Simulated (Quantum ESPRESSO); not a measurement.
The system is CuO.

```
Cu O
1.0
     3.42205    0.00000    0.00000
     0.00000    3.42205    0.00000
     0.00000    0.00000    4.26046
Cu O
2 2
Direct
  0.00000 0.50000 0.00000
  0.50000 0.00000 0.50000
  0.00000 0.00000 0.25000
  0.00000 0.00000 0.75000
```

Measurements of this composition are mostly on another form, of space group No. 15.

- Program: Quantum ESPRESSO 7.5
- Task: single point
- Functional: PBE
- Potentials or basis: SSSP 1.3 efficiency PBE
- Cutoff: 748 eV
- Density cutoff: 5987 eV
- k mesh: 8 × 8 × 6
- Occupations: fermi-dirac, width 0.05 eV
- Spin: no spin polarisation

On this cell: pressure -3.0 GPa; largest force under 0.003 eV/Å; band gap on the k mesh none (metal or under the smearing width).

The same run follows on a disturbed copy (atoms moved at random, drawn with an rms of 0.05 Å):

```
CELL_PARAMETERS angstrom
3.42205 0.00000 0.00000
0.00000 3.42205 0.00000
0.00000 0.00000 4.26046
ATOMIC_POSITIONS crystal
Cu 0.00418 0.49336 0.98239
Cu 0.50524 0.99072 0.50765
O 0.99230 0.99619 0.25335
O 0.99293 0.99792 0.74435
```

Problem. What changes?

Solution. The energy (extrapolated to zero smearing) moves by +14.3 meV/atom; pressure -2.6 GPa; largest force 0.725 eV/Å; band gap on the k mesh none (metal or under the smearing width).

Forces in eV/Å, atoms in the order of the input:
```
Cu  -0.178  0.136  0.612
Cu  -0.507  0.091 -0.445
O    0.313 -0.099 -0.647
O    0.372 -0.128  0.479
```

Stress tensor (GPa, compression positive):
```
-14.14   0.04   0.25
  0.04 -14.75   0.16
  0.25   0.16  21.10
```

Caveats: the run has no spin polarisation, though such a crystal can be magnetic; semilocal functionals often make such compounds metallic where correlation or magnetic order opens a gap, which also shifts bond lengths.
